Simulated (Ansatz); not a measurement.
# TiO2: the cost of one run

Computed with Ansatz 0.2.0 (DFT PBE, scalar-relativistic, plane waves, PAW, unless a step's input says otherwise).

19 further runs of the same task are left out: 1 for a known fault of the program, 18 set aside as unsound or not needed.

### Step 1. Starting point

The structure is tetragonal, space group P4_2/mnm (No. 136). Conventional cell: a = 4.643 Å, b = 4.643 Å, c = 2.964 Å, α = 90.00°, β = 90.00°, γ = 90.00°. Ti (site symmetry mmm) is surrounded by 6 O at 1.96 to 2.00 Å. O (site symmetry m2m) is surrounded by 3 Ti at 1.96 to 2.00 Å.

As a file:

```xyz
6
Lattice="4.6434 0.0000 0.0000 0.0000 4.6434 0.0000 0.0000 0.0000 2.9639" Properties=species:S:1:pos:R:3 pbc="T T T"
Ti    0.0000    0.0000    0.0000
Ti    2.3217    2.3217    1.4819
O     1.4167    1.4167    0.0000
O     0.9050    3.7384    1.4819
O     3.2267    3.2267    0.0000
O     3.7384    0.9050    1.4819
```

This cell was relaxed beforehand with the same method: volume 10.65 Å³/atom, gap on the mesh 1.86 eV.

### Step 2. Plan of the line

The energy is mapped over the lattice constants a and c of the conventional cell.

- lattice constant a (and b): 7 values from 4.318 to 4.968 Å
- lattice constant c: 7 values from 2.727 to 3.201 Å

Nothing else is relaxed (fractional coordinates fixed). Energies count from the relaxed crystal. Points are written as (first, second).

### Step 3. Point (4.318 Å, 2.885 Å)

The input, input.yaml:

```yaml
crystal:
  lattice:
    - [4.3184, 0.0, 0.0]
    - [0.0, 4.3184, 0.0]
    - [0.0, 0.0, 2.8848]
  atoms:
    - { symbol: Ti, position: [0.0, 0.0, 0.0] }
    - { symbol: Ti, position: [0.5, 0.5, 0.5] }
    - { symbol: O, position: [0.3050970583, 0.3050970583, 0.0] }
    - { symbol: O, position: [0.1949029417, 0.8050970583, 0.5] }
    - { symbol: O, position: [0.6949029417, 0.6949029417, 0.0] }
    - { symbol: O, position: [0.8050970583, 0.1949029417, 0.5] }
basis:
  ecutwfc: 520.0
kpoints:
  mp_grid: { grid: [6, 6, 10] }
hamiltonian:
  xc: pbe
  pseudopotentials: { kind: paw, azcp: { folder: soft_1 } }
scf:
  occupations: { method: gaussian, width: 0.05 }
output:
  forces: true
  stress: true
  eigenvalues: true
```

Launch:

```
$ ansatz run input.yaml --threads 2 --pin off --max-ram 4096MiB --backend cpu --events-out ev --progress --plain --runs-dir out
```

Q: Estimate wall time and peak memory on 2 threads of Arm Neoverse N1, shared host.

About 7.1 s, with a peak of 0.39 GiB.
